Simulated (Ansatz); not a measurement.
Born–Oppenheimer molecular dynamics of a periodic cell of 16 atoms, Si (start crystal Si, start structure diamond, volume 1 times the crystal's). It goes on from the last frame of an earlier run, with new velocities.

Theory: DFT PBE, scalar-relativistic, plane waves, PAW in Ansatz 0.2.0. Settings: cutoff 420 eV, k mesh 2x2x2, fermi-dirac smearing 0.3 eV, no spin polarisation.

| Property | Result |
| --- | --- |
| ensemble | NVE (velocity Verlet) |
| time step | 2 fs |
| steps asked | 160 |
| starting velocities drawn for | 2100 K |
| seed | 832798 |

Frames 4 fs apart, positions in Å.

Velocities at 80.0 fs (Å/ps):

```
Si 12.04 6.06 -7.04
Si -3.14 2.39 6.97
Si -8.80 0.47 0.92
Si 11.38 -8.84 1.25
Si -11.01 2.18 -4.10
Si 5.70 -0.38 0.81
Si 0.32 14.02 4.41
Si -1.17 -3.06 9.65
Si -1.98 -15.59 8.52
Si 0.12 -2.63 -7.08
Si 14.00 0.84 -7.17
Si -9.47 18.46 4.04
Si -3.04 -12.50 6.75
Si -6.85 2.27 -11.50
Si 3.14 2.35 -0.65
Si -1.26 -6.01 -5.79
```

```xyz
16
Lattice="0.0000 5.4300 5.4300 5.4300 0.0000 5.4300 5.4300 5.4300 0.0000" Properties=species:S:1:pos:R:3 time_fs=80.0 energy_less_start_eV=0.241 T=1976
Si 0.224 0.353 -0.571
Si 1.087 2.153 1.058
Si 3.745 3.315 0.463
Si 5.801 4.907 1.704
Si 3.157 1.987 2.311
Si 4.144 2.350 4.498
Si 5.958 2.375 2.975
Si 7.446 4.076 3.732
Si -1.252 1.059 2.610
Si 0.804 3.856 3.279
Si 3.143 4.295 3.148
Si 3.836 6.883 4.827
Si 2.576 4.726 5.513
Si 3.060 2.999 6.713
Si 5.968 4.170 5.105
Si 4.602 4.797 6.936
16
Lattice="0.0000 5.4300 5.4300 5.4300 0.0000 5.4300 5.4300 5.4300 0.0000" Properties=species:S:1:pos:R:3 time_fs=84.0 energy_less_start_eV=0.832 T=1675
Si 0.273 0.377 -0.600
Si 1.073 2.162 1.085
Si 3.711 3.324 0.469
Si 5.847 4.871 1.709
Si 3.113 1.993 2.295
Si 4.166 2.349 4.504
Si 5.961 2.430 2.991
Si 7.454 4.064 3.761
Si -1.260 0.996 2.642
Si 0.802 3.847 3.250
Si 3.198 4.301 3.119
Si 3.798 6.949 4.842
Si 2.561 4.684 5.535
Si 3.035 2.999 6.671
Si 5.970 4.178 5.111
Si 4.599 4.775 6.915
16
Lattice="0.0000 5.4300 5.4300 5.4300 0.0000 5.4300 5.4300 5.4300 0.0000" Properties=species:S:1:pos:R:3 time_fs=88.0 energy_less_start_eV=0.945 T=1615
Si 0.325 0.402 -0.629
Si 1.057 2.170 1.111
Si 3.677 3.351 0.481
Si 5.891 4.835 1.716
Si 3.071 1.993 2.281
Si 4.184 2.348 4.513
Si 5.966 2.484 3.005
Si 7.486 4.052 3.770
Si -1.266 0.935 2.669
Si 0.798 3.841 3.220
Si 3.250 4.308 3.092
Si 3.758 6.998 4.852
Si 2.539 4.662 5.541
Si 3.015 2.979 6.643
Si 5.950 4.183 5.135
Si 4.598 4.758 6.900
16
Lattice="0.0000 5.4300 5.4300 5.4300 0.0000 5.4300 5.4300 5.4300 0.0000" Properties=species:S:1:pos:R:3 time_fs=92.0 energy_less_start_eV=0.668 T=1755
Si 0.378 0.426 -0.658
Si 1.038 2.176 1.134
Si 3.645 3.398 0.500
Si 5.935 4.799 1.723
Si 3.031 1.988 2.271
Si 4.197 2.348 4.526
Si 5.973 2.535 3.014
Si 7.540 4.042 3.766
Si -1.268 0.879 2.690
Si 0.792 3.839 3.190
Si 3.297 4.314 3.067
Si 3.717 7.026 4.856
Si 2.510 4.662 5.531
Si 3.001 2.935 6.628
Si 5.916 4.184 5.170
Si 4.598 4.745 6.891
16
Lattice="0.0000 5.4300 5.4300 5.4300 0.0000 5.4300 5.4300 5.4300 0.0000" Properties=species:S:1:pos:R:3 time_fs=96.0 energy_less_start_eV=0.334 T=1926
Si 0.433 0.451 -0.686
Si 1.012 2.182 1.154
Si 3.615 3.463 0.526
Si 5.976 4.766 1.730
Si 2.996 1.977 2.266
Si 4.206 2.348 4.542
Si 5.981 2.583 3.020
Si 7.608 4.035 3.754
Si -1.266 0.832 2.705
Si 0.786 3.840 3.160
Si 3.335 4.314 3.044
Si 3.675 7.037 4.854
Si 2.477 4.682 5.508
Si 2.993 2.872 6.626
Si 5.876 4.182 5.208
Si 4.596 4.738 6.890
16
Lattice="0.0000 5.4300 5.4300 5.4300 0.0000 5.4300 5.4300 5.4300 0.0000" Properties=species:S:1:pos:R:3 time_fs=100.0 energy_less_start_eV=0.117 T=2039
Si 0.489 0.475 -0.714
Si 0.981 2.185 1.171
Si 3.588 3.540 0.555
Si 6.014 4.735 1.738
Si 2.967 1.961 2.266
Si 4.210 2.348 4.559
Si 5.992 2.626 3.021
Si 7.685 4.030 3.740
Si -1.256 0.798 2.713
Si 0.780 3.845 3.131
Si 3.363 4.303 3.026
Si 3.631 7.034 4.848
Si 2.441 4.715 5.475
Si 2.990 2.797 6.632
Si 5.839 4.174 5.240
Si 4.587 4.735 6.900
16
Lattice="0.0000 5.4300 5.4300 5.4300 0.0000 5.4300 5.4300 5.4300 0.0000" Properties=species:S:1:pos:R:3 time_fs=104.0 energy_less_start_eV=-0.032 T=2117
Si 0.543 0.499 -0.742
Si 0.944 2.186 1.186
Si 3.563 3.624 0.585
Si 6.049 4.708 1.745
Si 2.944 1.940 2.271
Si 4.210 2.347 4.576
Si 6.003 2.664 3.018
Si 7.767 4.027 3.725
Si -1.237 0.781 2.714
Si 0.774 3.853 3.103
Si 3.378 4.279 3.012
Si 3.586 7.024 4.842
Si 2.408 4.754 5.436
Si 2.990 2.717 6.644
Si 5.809 4.160 5.262
Si 4.568 4.737 6.922
16
Lattice="0.0000 5.4300 5.4300 5.4300 0.0000 5.4300 5.4300 5.4300 0.0000" Properties=species:S:1:pos:R:3 time_fs=108.0 energy_less_start_eV=-0.175 T=2191
Si 0.594 0.527 -0.772
Si 0.900 2.185 1.198
Si 3.542 3.710 0.615
Si 6.080 4.686 1.752
Si 2.927 1.916 2.280
Si 4.208 2.345 4.593
Si 6.017 2.696 3.013
Si 7.851 4.027 3.712
Si -1.209 0.779 2.709
Si 0.770 3.864 3.077
Si 3.383 4.242 3.002
Si 3.538 7.009 4.836
Si 2.380 4.795 5.396
Si 2.993 2.635 6.661
Si 5.789 4.141 5.271
Si 4.538 4.745 6.957
16
Lattice="0.0000 5.4300 5.4300 5.4300 0.0000 5.4300 5.4300 5.4300 0.0000" Properties=species:S:1:pos:R:3 time_fs=112.0 energy_less_start_eV=-0.297 T=2254
Si 0.637 0.558 -0.805
Si 0.852 2.181 1.209
Si 3.523 3.796 0.641
Si 6.108 4.670 1.757
Si 2.916 1.887 2.290
Si 4.203 2.341 4.608
Si 6.034 2.723 3.007
Si 7.935 4.027 3.700
Si -1.174 0.790 2.698
Si 0.768 3.878 3.054
Si 3.376 4.196 2.998
Si 3.488 6.993 4.832
Si 2.361 4.832 5.356
Si 2.998 2.553 6.682
Si 5.778 4.118 5.269
Si 4.497 4.756 7.001
16
Lattice="0.0000 5.4300 5.4300 5.4300 0.0000 5.4300 5.4300 5.4300 0.0000" Properties=species:S:1:pos:R:3 time_fs=116.0 energy_less_start_eV=-0.387 T=2301
Si 0.671 0.596 -0.842
Si 0.799 2.174 1.220
Si 3.506 3.880 0.663
Si 6.132 4.661 1.760
Si 2.911 1.855 2.302
Si 4.196 2.336 4.621
Si 6.053 2.742 3.002
Si 8.019 4.028 3.689
Si -1.133 0.809 2.683
Si 0.769 3.895 3.034
Si 3.361 4.146 3.000
Si 3.437 6.978 4.829
Si 2.354 4.864 5.320
Si 3.003 2.474 6.708
Si 5.775 4.093 5.259
Si 4.446 4.769 7.052
16
Lattice="0.0000 5.4300 5.4300 5.4300 0.0000 5.4300 5.4300 5.4300 0.0000" Properties=species:S:1:pos:R:3 time_fs=120.0 energy_less_start_eV=-0.479 T=2348
Si 0.694 0.641 -0.885
Si 0.744 2.162 1.231
Si 3.492 3.960 0.681
Si 6.153 4.660 1.761
Si 2.909 1.820 2.312
Si 4.188 2.329 4.633
Si 6.077 2.754 2.997
Si 8.102 4.029 3.677
Si -1.088 0.833 2.666
Si 0.771 3.915 3.016
Si 3.340 4.096 3.007
Si 3.386 6.965 4.828
Si 2.358 4.885 5.289
Si 3.009 2.399 6.737
Si 5.778 4.069 5.244
Si 4.387 4.784 7.107
16
Lattice="0.0000 5.4300 5.4300 5.4300 0.0000 5.4300 5.4300 5.4300 0.0000" Properties=species:S:1:pos:R:3 time_fs=124.0 energy_less_start_eV=-0.589 T=2405
Si 0.705 0.695 -0.933
Si 0.689 2.147 1.243
Si 3.480 4.038 0.693
Si 6.171 4.666 1.758
Si 2.910 1.780 2.321
Si 4.178 2.319 4.642
Si 6.105 2.759 2.994
Si 8.183 4.028 3.665
Si -1.039 0.857 2.647
Si 0.776 3.937 3.001
Si 3.313 4.050 3.021
Si 3.335 6.957 4.826
Si 2.374 4.895 5.264
Si 3.014 2.327 6.769
Si 5.784 4.045 5.227
Si 4.322 4.800 7.163
```

Of the whole run (320 fs, mean temperature of the second half 2209 K): The conserved energy stayed within 0.46 meV per atom of its start (net change -0.037 meV per atom), so the integration is sound. A run of 0.32 ps of so small a system gives no equilibrium averages. Limits of this set-up: coarse k mesh.

Time of the run: 15 min on 1 thread of Arm Neoverse V1, with other jobs on the host, peak memory 0.61 GiB.
